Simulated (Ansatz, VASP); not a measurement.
**Ga: VASP beside Ansatz**

```
Ga
1.0
     2.10811    1.21712    1.29266
    -2.10811    1.21712    1.29266
     0.00000   -2.43424    1.29266
Ga
1
Cartesian
  0.0000 0.0000 1.9390
```

Alike in both runs: functional PBE; k mesh 21 × 21 × 21; occupations gaussian, width 0.1 eV; no spin polarisation.

Ansatz relaxed the structure, and its values are those at the end. VASP's run is a single point on that final structure, the one shown.

|  | VASP | Ansatz |
| --- | --- | --- |
| version | VASP 6.6.1 | Ansatz 0.2.0 |
| potentials or method | VASP PAW PBE potentials, release 64 (Ga_d) | scalar-relativistic, plane waves, PAW |
| plane-wave cutoff (eV) | 520 | 420 |
| valence electrons in the cell | 13 | 13 |

|  | VASP | Ansatz | Ansatz less VASP |
| --- | --- | --- | --- |
| gap on the k mesh at the Fermi level (eV) | none | none | - |
| pressure (GPa) | 0.1 | 0.0 | -0.12 |

A gap of «none» marks a metal or a gap that the smearing closes.
